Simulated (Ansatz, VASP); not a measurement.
# Te2Mo in two plane-wave programs

Aim: how closely do two programs agree when they are given the same cell, functional and k mesh? The structure shown is the start of the Ansatz relaxation below; VASP solves that cell, so the two are compared at the walk's first step.

Calculated with Ansatz 0.2.0; plane waves, with VASP 6.6.1 beside it; single point at r2SCAN with D3(BJ).

## 1. The structure

The cell holds 6 atoms: 4 Te and 2 Mo. Cell: a = 3.518 Å, b = 3.518 Å, c = 26.592 Å, α = 90.0°, β = 90.0°, γ = 120.0°. It derives from Te2Mo. Vacuum lies along c.

## 2. Ansatz: relaxation, r2SCAN with D3(BJ)

Ansatz runs on its default PAW (the set named soft_2) files.

The two programs are compared at the cell with which this relaxation starts, whose forces are those of its first step.

The input, input.yaml:

```yaml
crystal:
  lattice:
    - [3.5182, 0.0, 0.0]
    - [-1.7591, 3.046850576, 0.0]
    - [0.0, 0.0, 26.5919888]
  atoms:
    - { symbol: Te, position: [0.333333333, 0.666666667, 0.699157515] }
    - { symbol: Mo, position: [0.666666667, 0.333333333, 0.631370392] }
    - { symbol: Te, position: [0.333333333, 0.666666667, 0.56358327] }
    - { symbol: Te, position: [0.666666667, 0.333333333, 0.43641673] }
    - { symbol: Mo, position: [0.333333333, 0.666666667, 0.368629608] }
    - { symbol: Te, position: [0.666666667, 0.333333333, 0.300842485] }
kpoints:
  mp_grid: { grid: [12, 12, 1] }
scf:
  occupations: { method: fermi_dirac, width: 0.02 }
  n_extra_bands: 8
hamiltonian:
  xc: r2scan
  pseudopotentials: { kind: paw }
  dispersion: d3bj
output:
  forces: true
  write_potential: true
  volumetric_format: []
relax:
  f_tol: 0.01
  max_steps: 40
  cell: { fix: [c, alpha, beta] }
```

On the command line:

```bash
> ansatz run input.yaml --threads 4 --pin off --max-ram 8192MiB --backend cpu --events-out ev --progress --plain --runs-dir out
```

Numbers of over 12 decimals in the logs are rounded to 6 here.

Log:

```text
Warning: the engine holds no damping parameters fitted to this dispersion correction and functional, so the run takes those fitted to r2scan beside the three-body term, which d3bj leaves out (hamiltonian.dispersion, under Limitations)
scf.n_extra_bands = 8 over 46 filled bands (N_el = 92.0): the run solves 54 bands
Engine: ansatz 0.2.0, x86_64-unknown-linux-gnu
Pseudopotentials: kind: paw
Pseudopotential: Te, paw, valence charge 16, recommended cutoff 500 eV (meta_gga), Te.paw.azcp
Pseudopotential: Mo, paw, valence charge 14, recommended cutoff 500 eV (meta_gga), Mo.paw.azcp
Functional definition: r2SCAN
  parameter k0 = 0.174
  parameter k1 = 0.065
  parameter a1 = 4.9479
  exchange = r2scan_x(k0 = k0, k1 = k1, a1 = a1)
  correlation = r2scan_c
Crystal: 6 atoms, lattice volume = 285.051 Å³
Basis set: ecut = 500 eV, 7213 PW (Γ), exchange–correlation on 108×108×800 points (64 copies of the dense FFT grid, shifted against one another)
Bands: 54, of which v1, the nominal top of the filled ones, is band 46 counted from 1 (45 counted from 0)
Symmetry: 12 space group operations
Space group: P-3m1 (ITA 164), of the structure as read, at distance tolerance 6.6e-5 Å
k-points: 19 of 144
Non-local potential: Te, projectors of the file, l = 0: 2, l = 1: 2, l = 2: 2, l = 3: 2
Non-local potential: Mo, projectors of the file, l = 0: 3, l = 1: 2, l = 2: 2, l = 3: 1
PAW form: soft (Blöchl's): semilocal exchange-correlation on the pseudo side does not see the compensation charge
PAW frozen core: Te, regenerated for the run's functional (the file was generated under x = pbe(κ = 0.804, μ = 0.219515), c = pbe(β = 0.066725))
PAW frozen core: Mo, regenerated for the run's functional (the file was generated under x = pbe(κ = 0.804, μ = 0.219515), c = pbe(β = 0.066725))
PAW one-centre angular grid: Te, 590 points (default); XC on 160 Gauss nodes
PAW one-centre angular grid: Mo, 590 points (default); XC on 160 Gauss nodes
Initial density: superposition of atomic densities (neutral atoms: chi_scale 0, normalization atom), corrected by the library's trained network
Initial wavefunctions: pseudopotential atomic-orbital guess
Functional: x = r2scan, c = r2scan; τ floored in thin density (d = 2e-4 eV/Å³)
SCF iter   1: F=—  HF=-37917.369502 eV  |F-HF|=—  |Δ(HF+E_count)|=         —  Δρ=6.02e-3  dr2=2.52e-1  dr2_τ=3.82e-2  ethr=1.77e-3  ⟨swp⟩=12.4  Hψ=4666  notcnv=0
preconditioner: auto → Resta (q_TF=auto, 2.260 Å⁻¹)  ε∞=4.4  [insulator: Δε(μ)=1.110 eV  Ē_g=7.208 eV  σ=0.020 eV  W_gap=1.00  n_scr=60 (ndim 8)  ℏωp=13.2 eV  f_vac=0.469  D(μ)=0.00/eV (n_scr^D=0)  ε∞_Penn≈4.4  vacuum switching on, ρ_ref=3.8e-3 e/Å³]
SCF iter   2: F=—  HF=-37917.428196 eV  |F-HF|=—  |Δ(HF+E_count)|=   5.87e-2  Δρ=4.04e-3  dr2=1.14e-1  dr2_τ=1.40e-2  ethr=2.74e-4  ⟨swp⟩=3.0  Hψ=1690  notcnv=0  defer=51
SCF iter   3: F=—  HF=-37917.420744 eV  |F-HF|=—  |Δ(HF+E_count)|=   7.45e-3  Δρ=2.12e-3  dr2=5.13e-3  dr2_τ=3.69e-4  ethr=1.24e-4  ⟨swp⟩=2.6  Hψ=1291  notcnv=0  defer=51
SCF iter   4: F=—  HF=-37917.428304 eV  |F-HF|=—  |Δ(HF+E_count)|=   7.56e-3  Δρ=7.50e-4  dr2=6.42e-3  dr2_τ=2.82e-4  ethr=5.58e-6  ⟨swp⟩=3.1  Hψ=1795  notcnv=0  defer=51
SCF iter   5: F=—  HF=-37917.427880 eV  |F-HF|=—  |Δ(HF+E_count)|=   4.24e-4  Δρ=1.81e-4  dr2=2.51e-4  dr2_τ=5.44e-6  ethr=5.58e-6  ⟨swp⟩=2.1  Hψ=1263  notcnv=0  defer=51
SCF iter   6: F=—  HF=-37917.427907 eV  |F-HF|=—  |Δ(HF+E_count)|=   2.71e-5  Δρ=4.06e-5  dr2=3.42e-6  dr2_τ=3.52e-7  ethr=2.73e-7  ⟨swp⟩=2.0  Hψ=1269  notcnv=0  defer=51
SCF iter   7: F=—  HF=-37917.427849 eV  |F-HF|=—  |Δ(HF+E_count)|=   5.74e-5  Δρ=1.29e-5  dr2=6.42e-7  dr2_τ=4.90e-8  ethr=3.72e-9  ⟨swp⟩=2.5  Hψ=1981  notcnv=0  defer=51
SCF iter   8: F=—  HF=-37917.427850 eV  |F-HF|=—  |Δ(HF+E_count)|=   7.95e-7  Δρ=4.36e-6  dr2=1.10e-7  dr2_τ=1.46e-8  ethr=6.98e-10  ⟨swp⟩=2.5  Hψ=1767  notcnv=0  defer=51
SCF iter   9: F=-37917.427850 eV  HF=-37917.427850 eV  |F-HF|=1.95e-8  |Δ(HF+E_count)|=   1.12e-7  Δρ=1.40e-6  dr2=1.32e-8  dr2_τ=3.07e-10  ethr=1.09e-10  ⟨swp⟩=10.4  Hψ=6682  notcnv=0
SCF 1 converged in 9 iterations: F = -37917.427850 eV  dr2 = 1.32e-8
  greatest PAW one-centre occupation: 0.997 electrons in one spin orbital (limit 2), on the Te atom at site 3 (counted from 0), in its partial waves of l = 2
relax step   1: F+E_penalty+E_count = -37917.42785025 eV  Δ(F+E_penalty+E_count) = +0.000e0 eV  max|allowed force component| = 4.944e-2 eV/Å  Δτ_max = 0.0000 Å  P = +0.326 GPa  Ω = 285.051 Å³  fix = [c, alpha, beta]  reactions: c +0.030 GPa  (9 SCF iters, dr2 threshold 1.00e-7 eV, accepted)
Crystal: 6 atoms, lattice volume = 294.971 Å³
Basis set: ecut = 500 eV, 7609 PW (Γ), exchange–correlation on 108×108×800 points (64 copies of the dense FFT grid, shifted against one another)
Initial density: handed on by an earlier stage of this run
Initial wavefunctions: those handed on with the density
[...]
SCF iter   3: F=—  HF=-37917.435010 eV  |F-HF|=—  |Δ(HF+E_count)|=   1.40e-4  Δρ=2.26e-6  dr2=4.67e-8  dr2_τ=3.31e-9  ethr=5.59e-11  ⟨swp⟩=4.2  Hψ=2456  notcnv=0
SCF iter   4: F=—  HF=-37917.435018 eV  |F-HF|=—  |Δ(HF+E_count)|=   8.57e-6  Δρ=7.52e-7  dr2=5.69e-9  dr2_τ=3.04e-10  ethr=5.07e-11  ⟨swp⟩=3.2  Hψ=1748  notcnv=0
SCF iter   5: F=—  HF=-37917.435019 eV  |F-HF|=—  |Δ(HF+E_count)|=   6.04e-7  Δρ=4.05e-7  dr2=4.38e-9  dr2_τ=6.63e-11  ethr=6.19e-12  ⟨swp⟩=3.0  Hψ=1543  notcnv=0
SCF iter   6: F=—  HF=-37917.435019 eV  |F-HF|=—  |Δ(HF+E_count)|=   3.33e-8  Δρ=1.50e-7  dr2=3.90e-10  dr2_τ=1.17e-11  ethr=4.76e-12  ⟨swp⟩=3.0  Hψ=1548  notcnv=0
SCF iter   7: F=—  HF=-37917.435019 eV  |F-HF|=—  |Δ(HF+E_count)|=   1.54e-9  Δρ=1.15e-7  dr2=4.35e-10  dr2_τ=6.91e-12  ethr=1.00e-12  ⟨swp⟩=2.3  Hψ=1380  notcnv=0
SCF iter   8: F=—  HF=-37917.435019 eV  |F-HF|=—  |Δ(HF+E_count)|=  6.62e-10  Δρ=5.92e-8  dr2=1.35e-10  dr2_τ=8.74e-13  ethr=1.00e-12  ⟨swp⟩=2.0  Hψ=1146  notcnv=0
SCF iter   9: F=-37917.435019 eV  HF=-37917.435019 eV  |F-HF|=2.62e-10  |Δ(HF+E_count)|=  3.49e-10  Δρ=2.46e-8  dr2=3.77e-11  dr2_τ=1.12e-13  ethr=1.00e-12  ⟨swp⟩=7.6  Hψ=4554  notcnv=0
SCF 6 converged in 9 iterations: F = -37917.435019 eV  dr2 = 3.77e-11
relax step   6: F+E_penalty+E_count = -37917.43501899 eV  Δ(F+E_penalty+E_count) = -3.689e-4 eV  max|allowed force component| = 6.132e-3 eV/Å  Δτ_max = 0.0000 Å  P = -0.005 GPa  Ω = 288.310 Å³  fix = [c, alpha, beta]  reactions: c -0.019 GPa  stress off target by 1.84e-3 GPa on what of the cell is left free  SCF on the basis re-selected at this cell (its energy is not comparable with the rows above)  (9 SCF iters)
basis re-selected at this cell: Δ(F+E_penalty+E_count) = -3.689e-4 eV, ΔP = +0.001 GPa vs the last step (what re-selecting the basis moved, of the pressure what is left beyond the Pulay correction that the steps carried, after the strain that the cell walked since its last selection, with what the two solves' SCF thresholds leave and, on support functions, any second-order correction that the steps lacked; it is no m [...]
WARN: The output density's exchange-correlation potential varies sharply where the density is thin. Do not read a vacuum level from v_tot or v_xc, or from such a field of the output density. On a cell that repeats whose density bears no net charge and no dipole along the vacuum's axis use v_es (v_loc + v_h of the components); under efield.dipole_correction with no amplitude use v_es + v_field, which holds any externa [...]
SCF converged after 9 iterations
Free energy (F): -37917.435019 eV
Harris-Foulkes:  -37917.435019 eV  (|F-HF|=2.62e-10)
Internal energy: -37917.435019 eV  (E = F + TS)
E sigma→0 (E₀):  -37917.435019 eV
Fermi energy:    4.536526 eV
--- Per-component energies (eV) ---
  E_band       = -1980.133261
  E_kinetic    = 1605.412949
  E_local      = -84546.040697  (includes V_loc(G=0)·N_el)
  E_nonlocal   = -953.569600
  E_hartree    = 42335.355684
  E_xc         = -818.473540
  E_vxc        = -960.046294  (∫ρ·V_xc dr)
  E_paw        = -25182.414578  (= ΣΔE_a)
  E_vpaw       = -1857.862574  (= ΣTr[D̂ρ^β])
  E_aug_tail   = -0.000150  (compensation charges beyond the density's cutoff)
  E_vtau       = 61.259500  (kinetic-family band-sum trace: ∫τ·v_τ [+ j·A + Jᵃ·Aᵃ] dr)
  E_ewald      = 29642.808552
  E_disp       = -1.210654  (pairwise vdW)
  E_core_change = 0.697015  (= ΣΔE_core)
  E_smearing   = -0.000000  (= −TS)
  E_closure    = -0.000000  (closes the sum)
  Σ components = -37917.435019   (vs F -37917.435019, Δ=0.00e0)
--- Forces (eV/Å), atoms counted from 1 ---
  atom   1  Te     0.00000000     0.00000000     0.00185358
  atom   2  Mo     0.00000000    -0.00000000    -0.00146430
  atom   3  Te     0.00000000     0.00000000    -0.00613175
  atom   4  Te     0.00000000    -0.00000000     0.00613175
  atom   5  Mo     0.00000000     0.00000000     0.00146430
  atom   6  Te     0.00000000    -0.00000000    -0.00185358
  max |Σ_I F_I| component: 9.25e-18 eV/Å
--- Stress (GPa, compression-positive) ---
        0.001839       0.000000       0.000000
        0.000000       0.001839       0.000000
        0.000000       0.000000      -0.018853
  P = ⅓ Tr σ = -0.0051 GPa (-0.051 kbar)
--- Band table (eV; the first three rows and the last of 19) ---
  k-point 0: bands = [... 42 lower, 2.9503, 2.9503, 3.3298, 3.9762, 7.1062, 7.1062, 7.1709, 7.1709, ... 4 higher]
  k-point 1: bands = [... 42 lower, 2.9512, 3.1520, 3.3458, 3.9348, 6.7612, 6.8089, 6.9372, 6.9837, ... 4 higher]
  k-point 2: bands = [... 42 lower, 2.8326, 3.1686, 3.2959, 3.6586, 6.0590, 6.1790, 6.3071, 6.4480, ... 4 higher]
  k-point 18: bands = [... 42 lower, 2.0558, 2.0558, 3.8693, 3.9691, 5.1039, 5.1039, 5.7166, 6.1751, ... 4 higher]
--- Relaxed structure (5 steps of the walk, 3 accepted, 1 SCFs on fresh bases) ---
  F+E_penalty+E_count = -37917.43501899 eV   max|allowed force component| = 6.132e-3 eV/Å   (the final SCF, on the basis selected at the relaxed cell)
  cell:  # Å, volume = 288.3102 Å³
    - [3.538256, 0.0, 0]
    - [-1.769128, 3.064220, 0]
    - [0, 0, 26.5919888]
  atoms:
    - { symbol: Te, position: [0.333333, 0.666667, 0.700474] }
    - { symbol: Mo, position: [0.666667, 0.333333, 0.633036] }
    - { symbol: Te, position: [0.333333, 0.666667, 0.565545] }
    - { symbol: Te, position: [0.666667, 0.333333, 0.434455] }
    - { symbol: Mo, position: [0.333333, 0.666667, 0.366964] }
    - { symbol: Te, position: [0.666667, 0.333333, 0.299526] }
```

The column dr2 measures how far the density is from self-consistency, as an energy; F and HF (Harris–Foulkes) agree once it is small.

[end of part 1 of 2]

[Lines on the potential files, build, host, timing and source positions are cut from VASP's logs without a mark.]

[Logs are printed without paths, hosts, clocks, repeated set-up lines and the standing remarks that a program may print on its own settings, such as how far it seeks lower states.]

[Hosts, paths, dates, database ids (printed as entryN), source tags and the programs' standing remarks are cut or masked in the printed files.]
